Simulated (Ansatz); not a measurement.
Runs of Ansatz 0.2.0 on Cu. It takes space group P6_3/mmc (No. 194, hexagonal). The conventional cell has a = 2.534 Å, b = 2.534 Å, c = 4.113 Å, α = 90.00°, β = 90.00°, γ = 120.00°. Cu (site symmetry -6m2) is surrounded by 12 Cu at 2.52 to 2.53 Å. This isn't the form of Cu at room conditions, which is fcc.

```tsv
task	level	cell	cutoff (eV)	points for each segment of the path	gap on the mesh (eV)	pressure (GPa)	relaxed volume (Å³/atom)
relaxation of cell and atoms	BLYP	relaxed	420	-	none	0.0	12.74
relaxation of cell and atoms	revPBE	relaxed	420	-	none	0.0	12.30
band structure	BLYP	as given	420	14	none	16.0	-
band structure	r2SCAN	as given	500	14	none	(a)	-
```

Alike in all rows: potentials or basis Ansatz PAW; no spin polarisation; k mesh 12 × 12 × 7; smearing fermi-dirac 0.05 eV.

Problem. Estimate the missing entries.

Solution. (a) 0.4.

Caveats: the PAW data sets come from PBE, with cores solved anew for the run's functional, which leaves a small shift of forces and pressure; the plane-wave basis is chosen anew once the cell has moved, so the energies of steps on either side of that aren't comparable (some runs); so large a pressure means that the cell lies far from this level's equilibrium, or that cutoff or potentials fall short (some runs).

A gap of «none» marks a metal or a gap under the smearing width.

Runs at the PBE level aren't shown here.
